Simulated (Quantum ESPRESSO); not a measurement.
# Pb (Im-3m) in Quantum ESPRESSO: equation of state

Aim: energy against volume of Pb in PBE, for its equilibrium volume and stiffness.

Program: Quantum ESPRESSO 7.5. These are calculated values, not measurements. Logs are shortened: lines on timing, memory, paths and dates and some standing lists are left out, and cuts for length are marked.

## 1. The crystal as given

It takes space group Im-3m (No. 229, cubic). The conventional cell has a = 3.959 Å, b = 3.959 Å, c = 3.959 Å, α = 90.00°, β = 90.00°, γ = 90.00°. Pb (site symmetry m-3m) is surrounded by 8 Pb at 3.43 Å.

This isn't the form of Pb at room conditions, which is fcc.

## 2. Single point, PBE, 29.17 Å³/atom

The input, pw.in:

```
&CONTROL
  calculation = 'scf'
  prefix = 'pwscf'
  outdir = './tmp'
  pseudo_dir = './pseudo'
  tprnfor = .true.
  tstress = .true.
  disk_io = 'nowf'
/
&SYSTEM
  ibrav = 0
  nat = 1
  ntyp = 1
  ecutwfc = 55
  ecutrho = 440
  nbnd = 13
  occupations = 'smearing'
  smearing = 'fd'
  degauss = 0.00367493
/
&ELECTRONS
  conv_thr = 2d-10
  electron_maxstep = 120
  mixing_beta = 0.5
/
ATOMIC_SPECIES
Pb   207.2000 Pb.pbe-dn-kjpaw_psl.0.2.2.UPF
CELL_PARAMETERS angstrom
  -1.9392470115    1.9392470115    1.9392470115
   1.9392470115   -1.9392470115    1.9392470115
   1.9392470115    1.9392470115   -1.9392470115
ATOMIC_POSITIONS crystal
Pb     0.0000000000    0.0000000000    0.0000000000
K_POINTS automatic
9 9 9 0 0 0
```

Potentials or basis: SSSP 1.3 efficiency PBE.

On the command line:

```sh
OMP_NUM_THREADS=1 pw.x -in pw.in > pw.out
```

pw.out:

```text
This program is part of the open-source Quantum ESPRESSO suite
     for quantum simulation of materials; please cite
         "P. Giannozzi et al., J. Phys.:Condens. Matter 21 395502 (2009);
         "P. Giannozzi et al., J. Phys.:Condens. Matter 29 465901 (2017);
         "P. Giannozzi et al., J. Chem. Phys. 152 154105 (2020);
     in publications or presentations arising from this work. More details at

     file Pb.pbe-dn-kjpaw_psl.0.2.2.UPF: wavefunction(s)  6S renormalized
     Message from routine setup:
     using ibrav=0 with symmetry is DISCOURAGED, use correct ibrav instead

     G-vector sticks info
     --------------------
     sticks:   dense  smooth     PW     G-vecs:    dense   smooth      PW
     Sum        1335     657    205                30765    10833    1865

     Using Slab Decomposition

     bravais-lattice index     =            0
     lattice parameter (alat)  =       6.3474  a.u.
     unit-cell volume          =     196.8593 (a.u.)^3
     number of atoms/cell      =            1
     number of atomic types    =            1
     number of electrons       =        14.00
     number of Kohn-Sham states=           13
     kinetic-energy cutoff     =      55.0000  Ry
     charge density cutoff     =     440.0000  Ry
     scf convergence threshold =      2.0E-10
     mixing beta               =       0.5000
     number of iterations used =            8  plain     mixing
     Exchange-correlation= SLA  PW   PBX  PBC
                           (   1   4   3   4   0   0   0)

     celldm(1)=   6.347353  celldm(2)=   0.000000  celldm(3)=   0.000000
     celldm(4)=   0.000000  celldm(5)=   0.000000  celldm(6)=   0.000000

     crystal axes: (cart. coord. in units of alat)
               a(1) = (  -0.577350   0.577350   0.577350 )
               a(2) = (   0.577350  -0.577350   0.577350 )
               a(3) = (   0.577350   0.577350  -0.577350 )

     reciprocal axes: (cart. coord. in units 2 pi/alat)
               b(1) = ( -0.000000  0.866025  0.866025 )
               b(2) = (  0.866025 -0.000000  0.866025 )
               b(3) = (  0.866025  0.866025  0.000000 )

     PseudoPot. # 1 for Pb read from file:
     Pb.pbe-dn-kjpaw_psl.0.2.2.UPF
     Pseudo is Projector augmented-wave + core cor, Zval = 14.0
     Generated using "atomic" code by A. Dal Corso  v.5.0.99 svn rev. 10869
     Shape of augmentation charge: PSQ
     Using radial grid of 1281 points,  6 beta functions with:
                l(1) =   0
                l(2) =   0
                l(3) =   1
                l(4) =   1
                l(5) =   2
                l(6) =   2
     Q(r) pseudized with 0 coefficients

     atomic species   valence    mass     pseudopotential
     Pb               14.00   207.20000     Pb( 1.00)

     48 Sym. Ops., with inversion, found

   Cartesian axes

     site n.     atom                  positions (alat units)
         1        Pb     tau(   1) = (   0.0000000   0.0000000   0.0000000  )

     number of k points=    35  Fermi-Dirac smearing, width (Ry)=  0.0037
                       cart. coord. in units 2pi/alat
        k(    1) = (   0.0000000   0.0000000   0.0000000), wk =   0.0027435
        k(    2) = (   0.0962250   0.0962250   0.0000000), wk =   0.0329218
        k(    3) = (   0.1924501   0.1924501   0.0000000), wk =   0.0329218
        k(    4) = (   0.2886751   0.2886751   0.0000000), wk =   0.0329218
        k(    5) = (   0.3849002   0.3849002   0.0000000), wk =   0.0329218
        k(    6) = (   0.1924501   0.0962250   0.0962250), wk =   0.0658436
[... 27 lines left out ...]
        k(   34) = (  -0.7698004  -0.0962250  -0.0962250), wk =   0.0219479
        k(   35) = (   0.0000000   0.0000000   0.7698004), wk =   0.0164609

     Dense  grid:    30765 G-vectors     FFT dimensions: (  45,  45,  45)

     Smooth grid:    10833 G-vectors     FFT dimensions: (  30,  30,  30)

     Initial potential from superposition of free atoms

     starting charge      13.9976, renormalised to      14.0000
     Starting wfcs are    9 randomized atomic wfcs +    4 random wfcs

     Self-consistent Calculation

     iteration #  1     ecut=    55.00 Ry     beta= 0.50
     Davidson diagonalization with overlap
     ethr =  1.00E-02,  avg # of iterations =  6.0

     Threshold (ethr) on eigenvalues was too large:
     Diagonalizing with lowered threshold

     Davidson diagonalization with overlap
     c_bands:  1 eigenvalues not converged
     c_bands:  2 eigenvalues not converged
     ethr =  2.47E-05,  avg # of iterations = 10.8

     total energy              =    -870.54847985 Ry
     estimated scf accuracy    <       0.00481580 Ry

     iteration #  2     ecut=    55.00 Ry     beta= 0.50
     Davidson diagonalization with overlap
     ethr =  3.44E-05,  avg # of iterations =  2.2

     total energy              =    -870.54926876 Ry
     estimated scf accuracy    <       0.00012432 Ry

     iteration #  3     ecut=    55.00 Ry     beta= 0.50
     Davidson diagonalization with overlap
     c_bands:  1 eigenvalues not converged
     ethr =  8.88E-07,  avg # of iterations =  7.4

     total energy              =    -870.54983928 Ry
     estimated scf accuracy    <       0.00091645 Ry

     iteration #  4     ecut=    55.00 Ry     beta= 0.50
     Davidson diagonalization with overlap
     ethr =  8.88E-07,  avg # of iterations =  1.9

     total energy              =    -870.54968977 Ry
     estimated scf accuracy    <       0.00149768 Ry

     iteration #  5     ecut=    55.00 Ry     beta= 0.50
     Davidson diagonalization with overlap
     ethr =  8.88E-07,  avg # of iterations =  4.0

     total energy              =    -870.54978398 Ry
     estimated scf accuracy    <       0.00002597 Ry
[... 47 lines left out ...]
     total energy              =    -870.54978155 Ry
     estimated scf accuracy    <          4.9E-09 Ry

     iteration # 13     ecut=    55.00 Ry     beta= 0.50
     Davidson diagonalization with overlap
     ethr =  3.48E-11,  avg # of iterations =  1.0

     total energy              =    -870.54978155 Ry
     estimated scf accuracy    <          6.5E-10 Ry

     iteration # 14     ecut=    55.00 Ry     beta= 0.50
     Davidson diagonalization with overlap
     ethr =  4.63E-12,  avg # of iterations =  2.3

     End of self-consistent calculation

          k = 0.0000 0.0000 0.0000 (  1409 PWs)   bands (ev):

    -5.3239  -5.3239  -5.3239  -5.0572  -5.0572  -0.1719  19.8438  19.8438
    19.8438  23.4419  23.4419  23.4419  24.3262

          k = 0.0962 0.0962 0.0000 (  1369 PWs)   bands (ev):

    -5.3351  -5.3111  -5.2754  -5.0694  -5.0581   0.0897  17.5273  19.0079
    19.4724  22.0939  22.7947  23.2578  25.3855

          k = 0.1925 0.1925 0.0000 (  1364 PWs)   bands (ev):

    -5.3637  -5.2929  -5.1506  -5.0909  -5.0603   0.8754  13.9278  17.5124
    18.5855  20.8370  21.9378  23.7083  25.9502

          k = 0.2887 0.2887 0.0000 (  1340 PWs)   bands (ev):

    -5.3959  -5.3040  -5.0902  -5.0625  -5.0040   2.1492  10.6018  16.2570
    17.7418  20.0665  21.3436  24.8714  26.5543
[... 43 lines left out ...]
    -5.3368  -5.3368  -5.0908  -5.0746  -5.0746   1.3930  12.9900  16.0464
    16.0464  23.7999  23.7999  24.8948  25.7034

          k = 0.2887 0.2887 0.1925 (  1355 PWs)   bands (ev):

    -5.3632  -5.3037  -5.0823  -5.0662  -5.0175   2.6187  10.6536  14.0008
    15.1275  23.7605  24.5716  25.5827  26.8555

          k = 0.3849 0.3849 0.1925 (  1346 PWs)   bands (ev):

    -5.3777  -5.2845  -5.0719  -5.0634  -4.9830   3.9375   8.6396  13.0494
    14.6491  23.3982  24.3582  26.9479  27.6428

          k =-0.0000-0.0000 0.1925 (  1365 PWs)   bands (ev):

    -5.2940  -5.2940  -5.2782  -5.0950  -5.0539   0.3508  16.9468  18.1209
    18.1209  21.1234  23.3533  23.3533  25.6365

          k = 0.3849 0.2887 0.2887 (  1353 PWs)   bands (ev):

    -5.3468  -5.2639  -5.0750  -5.0724  -5.0252   3.8186   9.6004  12.0104
    13.9273  25.3387  25.7539  27.5380  28.1998

          k = 0.4811 0.3849 0.2887 (  1352 PWs)   bands (ev):

    -5.3444  -5.2171  -5.0925  -5.0641  -5.0459   4.4992   9.1325  11.0560
    13.6261  25.3547  27.0576  27.4004  27.7230

          k = 0.0000-0.0962 0.2887 (  1369 PWs)   bands (ev):

    -5.3140  -5.2656  -5.1585  -5.1275  -5.0646   1.1329  14.0134  16.6506
    17.2380  20.6042  22.9233  23.0838  27.3870

          k =-0.0000-0.1925 0.3849 (  1362 PWs)   bands (ev):

    -5.3438  -5.2761  -5.1240  -5.0800  -5.0102   2.3947  10.8213  15.4478
    16.5431  21.0364  22.4919  22.5461  27.6057

          k = 0.0962-0.0962 0.3849 (  1359 PWs)   bands (ev):

    -5.3036  -5.2400  -5.1445  -5.1022  -5.0550   2.1499  12.1233  14.3265
    16.9938  20.1119  22.1387  25.3302  26.8323

          k = 0.0000-0.2887 0.4811 (  1351 PWs)   bands (ev):

    -5.3633  -5.3033  -5.1069  -5.0870  -4.9104   3.8295   8.3662  14.7879
    16.1420  21.1530  22.1644  23.4613  25.4879

          k = 0.0962-0.1925 0.4811 (  1354 PWs)   bands (ev):

    -5.3170  -5.2553  -5.1369  -5.0990  -4.9618   3.5285   9.7823  12.9609
    16.7897  20.6646  21.7809  25.0943  25.3711

          k =-0.7698-0.2887-0.2887 (  1359 PWs)   bands (ev):

    -5.3244  -5.2658  -5.1501  -5.0786  -4.9211   4.4593   8.4404  12.5649
    16.6615  20.9821  22.5227  23.2862  25.1872

          k =-0.6736-0.1925-0.2887 (  1356 PWs)   bands (ev):

    -5.3082  -5.2332  -5.1840  -5.0389  -4.9635   4.6299   9.3757  10.7385
    17.2700  21.0593  21.4620  22.7800  28.9986

          k = 0.3849 0.3849 0.3849 (  1358 PWs)   bands (ev):

    -5.2567  -5.2567  -5.1245  -5.0628  -5.0628   4.5701   9.7821  11.4912
    11.4912  28.6748  28.7652  28.7652  29.2252

          k = 0.0000 0.0000 0.3849 (  1369 PWs)   bands (ev):

    -5.2012  -5.2012  -5.1923  -5.1625  -5.1006   1.8991  13.7411  15.2168
    15.2168  18.8013  25.0392  25.0392  26.5821

          k =-0.0000-0.0962 0.4811 (  1354 PWs)   bands (ev):

    -5.2527  -5.2089  -5.1654  -5.1204  -5.0257   3.1210  11.4092  14.0492
    14.7202  18.6985  24.6482  24.8500  24.9297

          k = 0.0000-0.1925 0.5774 (  1345 PWs)   bands (ev):

    -5.2874  -5.2240  -5.2000  -5.0820  -4.9230   4.4712   9.1739  13.4104
    14.5670  19.8070  22.2290  24.4076  24.5671

          k = 0.0962-0.0962 0.5774 (  1353 PWs)   bands (ev):

    -5.2862  -5.2274  -5.1769  -5.0547  -4.9618   4.3973  10.3362  12.0695
    14.9833  18.5241  21.9690  24.2556  28.1794

          k =-0.7698-0.1925-0.1925 (  1346 PWs)   bands (ev):

    -5.2937  -5.2576  -5.1814  -5.0143  -4.9330   5.1996   9.5170  11.3436
    15.2003  19.2852  20.2348  24.0377  28.0590

          k =-0.0000-0.0000 0.5774 (  1356 PWs)   bands (ev):

    -5.3055  -5.2379  -5.0621  -5.0621  -5.0307   4.2625  11.8215  12.8932
    12.8932  17.3019  21.7437  27.7974  27.8833

          k = 0.0000-0.0962 0.6736 (  1349 PWs)   bands (ev):

    -5.3376  -5.3028  -5.0592  -5.0091  -4.9373   5.4745  10.3499  12.2583
    12.9628  17.5094  19.3847  27.3725  27.7679

          k =-0.7698-0.0962-0.0962 (  1340 PWs)   bands (ev):

    -5.3468  -5.3468  -5.0374  -4.9448  -4.9448   6.0692  10.8430  10.8430
    13.2156  17.7429  17.7429  27.2860  30.1102

          k = 0.0000 0.0000 0.7698 (  1340 PWs)   bands (ev):

    -5.3808  -5.3706  -4.9496  -4.9496  -4.9445   6.4980  11.3630  11.6230
    11.6230  16.5791  17.2924  29.2595  31.2474

     the Fermi energy is    11.9098 ev

!    total energy              =    -870.54978154 Ry
     total all-electron energy =    -41764.078247 Ry
     estimated scf accuracy    <          7.3E-11 Ry
     smearing contrib. (-TS)   =      -0.00028658 Ry
     internal energy E=F+TS    =    -870.54949496 Ry

     The total energy is F=E-TS. E is the sum of the following terms:
     one-electron contribution =     -26.09889089 Ry
     hartree contribution      =      25.68864631 Ry
     xc contribution           =     -44.37822053 Ry
     ewald contribution        =     -97.32042423 Ry
     one-center paw contrib.   =    -728.44060562 Ry

     convergence has been achieved in  14 iterations

     Forces acting on atoms (cartesian axes, Ry/au):

     atom    1 type  1   force =     0.00000000    0.00000000    0.00000000

     Total force =     0.000000     Total SCF correction =     0.000000

     Computing stress (Cartesian axis) and pressure

          total   stress  (Ry/bohr**3)                   (kbar)     P=       38.08
   0.00025888  -0.00000000  -0.00000000           38.08       -0.00       -0.00
  -0.00000000   0.00025888  -0.00000000           -0.00       38.08       -0.00
  -0.00000000  -0.00000000   0.00025888           -0.00       -0.00       38.08

=------------------------------------------------------------------------------=
   JOB DONE.
=------------------------------------------------------------------------------=
```

Run time: 24 s. Hardware: 1 thread of Arm Neoverse V1, shared host; peak memory 0.14 GiB.

What came out:

```yaml
Free_energy: -11844.4332 eV
Pressure: 3.8 GPa
Band_gap_on_the_k_mesh: none (metal or under the smearing width)
```

## 3. Single point, PBE, 29.79 Å³/atom

Changes to pw.in since step 2:

```diff
@@ -28,5 +28,5 @@
 CELL_PARAMETERS angstrom
-  -1.9392470115    1.9392470115    1.9392470115
-   1.9392470115   -1.9392470115    1.9392470115
-   1.9392470115    1.9392470115   -1.9392470115
+  -1.9529041306    1.9529041306    1.9529041306
+   1.9529041306   -1.9529041306    1.9529041306
+   1.9529041306    1.9529041306   -1.9529041306
 ATOMIC_POSITIONS crystal
```

Potentials or basis: SSSP 1.3 efficiency PBE.

On the command line:

```sh
OMP_NUM_THREADS=1 pw.x -in pw.in > pw.out
```

Run time: 22 s. Hardware: 1 thread of Arm Neoverse V1, shared host; peak memory 0.14 GiB.

Results (log left out):

```yaml
Free_energy: -11844.4462 eV
Pressure: 2.6 GPa
Band_gap_on_the_k_mesh: none (metal or under the smearing width)
```

## 4. Single point, PBE, 30.41 Å³/atom

Changes to pw.in since step 3:

```diff
@@ -28,5 +28,5 @@
 CELL_PARAMETERS angstrom
-  -1.9529041306    1.9529041306    1.9529041306
-   1.9529041306   -1.9529041306    1.9529041306
-   1.9529041306    1.9529041306   -1.9529041306
+  -1.9663728605    1.9663728605    1.9663728605
+   1.9663728605   -1.9663728605    1.9663728605
+   1.9663728605    1.9663728605   -1.9663728605
 ATOMIC_POSITIONS crystal
```

On the command line:

```sh
OMP_NUM_THREADS=1 pw.x -in pw.in > pw.out
```

Wall time 22 s (1 thread of Arm Neoverse V1, shared host); peak memory 0.15 GiB.

It converged, with:

- Free energy: -11844.4550 eV
- Pressure: 1.6 GPa
- Band gap on the k mesh: none (metal or under the smearing width)

## 5. Single point, PBE, 31.03 Å³/atom

Changes to pw.in since step 4:

```diff
@@ -28,5 +28,5 @@
 CELL_PARAMETERS angstrom
-  -1.9663728605    1.9663728605    1.9663728605
-   1.9663728605   -1.9663728605    1.9663728605
-   1.9663728605    1.9663728605   -1.9663728605
+  -1.9796595667    1.9796595667    1.9796595667
+   1.9796595667   -1.9796595667    1.9796595667
+   1.9796595667    1.9796595667   -1.9796595667
 ATOMIC_POSITIONS crystal
```

On the command line:

```sh
OMP_NUM_THREADS=1 pw.x -in pw.in > pw.out
```

Wall time 20 s (1 thread of Arm Neoverse V1, shared host); peak memory 0.15 GiB.

Results (log left out):

| Property | Result |
| --- | --- |
| Free energy | -11844.4599 eV |
| Pressure | 0.7 GPa |
| Band gap on the k mesh | none (metal or under the smearing width) |

(Continued in part 2 of 2.)
